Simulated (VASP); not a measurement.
**GaN: single point with PBE**

**Experimental background.**

From a printed reference work, textbook, for a bulk crystal of GaN at 0 K: band gap 3.299 eV (direct).

The system is GaN.

```
Ga N
1.0
     0.00000    2.25350    2.25350
     2.25350    0.00000    2.25350
     2.25350    2.25350    0.00000
Ga N
1 1
Cartesian
  0.0000 0.0000 0.0000
  1.1268 1.1268 1.1268
```

The cell is a database's computed one.

- Program: VASP 6.6.1
- Task: single point
- Functional: PBE
- Potentials or basis: VASP PAW PBE potentials, release 64 (Ga_d, N)
- Cutoff: 520 eV
- k mesh: 10 × 10 × 10
- Occupations: fermi-dirac, width 0.05 eV
- Spin: no spin polarisation
- Further INCAR settings: ALGO = Normal; EDIFF = 1e-07; NBANDS = 16

```
Pressure               : 5.1 GPa
Band gap on the k mesh : 1.72 eV, direct
```

Levels at points of the mesh, in eV from the valence-band top:
| k point | band 5 | band 6 | band 7 | band 8 | band 9 | band 10 | band 11 | band 12 | band 13 | band 14 |
| --- | --- | --- | --- | --- | --- | --- | --- | --- | --- | --- |
| (0.00, 0.00, 0.00) | -13.12 | -13.12 | 0.00 | 0.00 | 0.00 | 1.72 | 10.30 | 10.30 | 10.30 | 17.61 |
| (0.50, 0.00, 0.00) | -13.07 | -11.88 | -7.04 | -0.97 | -0.97 | 4.64 | 8.73 | 10.37 | 10.37 | 15.63 |
| (0.50, 0.50, 0.00) | -13.04 | -11.45 | -6.12 | -2.70 | -2.70 | 3.35 | 6.66 | 11.71 | 13.96 | 13.96 |

Run time: 21 s on 1 thread of Intel(R) Xeon(R) Platinum 8375C CPU @ 2.90GHz (Ice Lake) (shared host), peak memory 0.14 GiB.

Measured gap of GaN: 3.299 eV (direct; 0 K; a printed reference work, textbook). This calculation gives 1.72 eV (-1.57 eV). Spin-orbit coupling on Ga is left out. The value is that of PBE, without temperature or zero-point motion. Semilocal functionals fall short of measured gaps as a rule. The cell is a database's relaxed one, not the measured one, which moves gaps too.
